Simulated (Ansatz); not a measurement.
**GaP: how the settings move a single-point run**

Question: which choices in the input matter for GaP? The cell is built on a prototype (rocksalt) and needn't be the phase found in nature.

Computed with Ansatz 0.2.0 (reference: DFT, HSE06, plane waves, PAW, unless a step's input says otherwise).

1 further run of the same task is left out (it didn't finish).

**1. Starting point**

Symmetry: Fm-3m, No. 225, cubic system. Conventional cell: a = 5.117 Å, b = 5.117 Å, c = 5.117 Å, α = 90.00°, β = 90.00°, γ = 90.00°. Ga (site symmetry m-3m) is surrounded by 6 P at 2.56 Å. Around P (site symmetry m-3m) lie 6 Ga at 2.56 Å.

As a file:

```
Ga P
1.0
     0.00000    2.55854    2.55854
     2.55854    0.00000    2.55854
     2.55854    2.55854    0.00000
Ga P
1 1
Cartesian
  0.0000 0.0000 0.0000
  2.5585 2.5585 2.5585
```

**2. Reference**

Contents of input.yaml:

```yaml
crystal:
  lattice:
    - [0.0, 2.5585353464, 2.5585353464]
    - [2.5585353464, 0.0, 2.5585353464]
    - [2.5585353464, 2.5585353464, 0.0]
  atoms:
    - { symbol: Ga, position: [0.0, 0.0, 0.0] }
    - { symbol: P, position: [0.5, 0.5, 0.5] }
kpoints:
  mp_grid: { grid: [4, 4, 4] }
hamiltonian:
  xc: hse06
scf:
  occupations: { method: fermi_dirac, width: 0.02 }
  n_extra_bands: 4
output:
  forces: true
  stress: true
  eigenvalues: true
```

Launch:

```
ansatz run input.yaml --threads 4 --pin off --max-ram 3686MiB --backend cpu --events-out ev --progress --plain --runs-dir out
```

**3. Changing settings: mp_grid.grid [6, 6, 6], xc pbesol, accuracy low**

input.yaml: that of step 2 with these lines changed.

```diff
@@ -9,5 +9,5 @@
 kpoints:
-  mp_grid: { grid: [4, 4, 4] }
+  mp_grid: { grid: [6, 6, 6] }
 hamiltonian:
-  xc: hse06
+  xc: pbesol
 scf:
@@ -19 +19,2 @@
   eigenvalues: true
+accuracy: low
```

**4. Changing settings: exchange pbe, correlation pbe, coeff 0.15, omega 0.3**

input.yaml: that of step 2 with these lines changed.

```diff
@@ -11,3 +11,3 @@
 hamiltonian:
-  xc: hse06
+  xc: { exchange: pbe, correlation: pbe, exx: { coeff: 0.15, omega: 0.3 } }
 scf:
```

**5. Variant: exchange pbe, correlation pbe, coeff 0.4, omega 0.5**

input.yaml: that of step 2 with these lines changed.

```diff
@@ -11,3 +11,3 @@
 hamiltonian:
-  xc: hse06
+  xc: { exchange: pbe, correlation: pbe, exx: { coeff: 0.4, omega: 0.5 } }
 scf:
```

**6. Changed: exchange pbe, correlation pbe, coeff 0.5**

input.yaml: that of step 2 with these lines changed.

```diff
@@ -11,3 +11,3 @@
 hamiltonian:
-  xc: hse06
+  xc: { exchange: pbe, correlation: pbe, exx: { coeff: 0.5 } }
 scf:
```

**7. Changed: exchange pbe, correlation pbe, coeff 0.4**

input.yaml: that of step 2 with these lines changed.

```diff
@@ -11,3 +11,3 @@
 hamiltonian:
-  xc: hse06
+  xc: { exchange: pbe, correlation: pbe, exx: { coeff: 0.4 } }
 scf:
```

**8. Changing settings: occupations.method gaussian, occupations.width 0.001**

input.yaml: that of step 2 with these lines changed.

```diff
@@ -13,3 +13,3 @@
 scf:
-  occupations: { method: fermi_dirac, width: 0.02 }
+  occupations: { method: gaussian, width: 0.001 }
   n_extra_bands: 4
```

Before running it: what results should come out? Wanted: for each run, ending; energy change; pressure; gap; force.

The runs gave:

| run | ending | energy change | pressure (GPa) | gap (eV) | force (eV/Å) | cycles | time |
| --- | --- | --- | --- | --- | --- | --- | --- |
| reference | converged | 0 | 0.5 | 0.00 | 0.00 | 18 | 6.2 s |
| 1: mp_grid.grid [6, 6, 6], xc pbesol, accuracy low | converged | not comparable | -1.6 | 0.00 | 0.00 | 6 | 0.67 s |
| 2: exchange pbe, correlation pbe, coeff 0.15, omega 0.3 | converged | not comparable | 1.8 | 0.00 | 0.00 | 17 | 6 s |
| 3: exchange pbe, correlation pbe, coeff 0.4, omega 0.5 | converged | not comparable | 0.9 | 0.00 | 0.00 | 22 | 6.9 s |
| 4: exchange pbe, correlation pbe, coeff 0.5 | converged | not comparable | -2.4 | 0.00 | 0.00 | 42 | 8 s |
| 5: exchange pbe, correlation pbe, coeff 0.4 | converged | not comparable | -1.4 | 0.00 | 0.00 | 30 | 7 s |
| 6: occupations.method gaussian, occupations.width 0.001 | converged | +0.8 meV/atom (σ→0) | 0.5 | 0.00 | 0.00 | - | 7.6 s |

Residual by cycle in the longest SCF loop of each run; runs are numbered as in the table. The quantity is the density residual dr2, in eV.

```
cycle  reference   run 1    run 2    run 3    run 4   run 5    run 6
    1      0.016  0.0098   0.0179   0.0143   5.6e-5  1.0e-4   0.0459
    2    0.00503  6.7e-4  0.00553  0.00446   8.8e-6  1.1e-5   0.0189
    3     3.5e-4  5.7e-5   4.2e-4   3.2e-4   7.8e-6  6.7e-6  0.00222
    4     4.1e-5  1.3e-5   5.1e-5   3.1e-5   1.8e-6  4.6e-6   1.8e-4
    5     1.4e-5  3.0e-7   1.4e-5   1.4e-5   3.6e-7  4.5e-6   1.0e-5
    6     1.1e-6  2.7e-9   1.0e-6   1.4e-6   3.1e-7  4.5e-6   6.3e-6
    7     1.6e-8       -   1.1e-8   1.8e-8   3.1e-7  1.1e-6   1.3e-6
    8    1.4e-10       -  1.7e-10   1.6e-9   1.5e-7  7.8e-8   6.5e-8
    9          -       -        -  5.8e-11   2.7e-8  7.8e-8   1.1e-8
   10          -       -        -        -   2.7e-8  2.3e-8  4.1e-10
   11          -       -        -        -   1.5e-8  3.0e-9        -
   12          -       -        -        -  5.9e-10       -        -
```

**Reading.** «occupations.method gaussian, occupations.width 0.001» moves the energy by +0.8 meV/atom. Of the variants the dearest is «exchange pbe, correlation pbe, coeff 0.5» (8 s), the cheapest «mp_grid.grid [6, 6, 6], xc pbesol, accuracy low» (0.67 s), on a shared host.
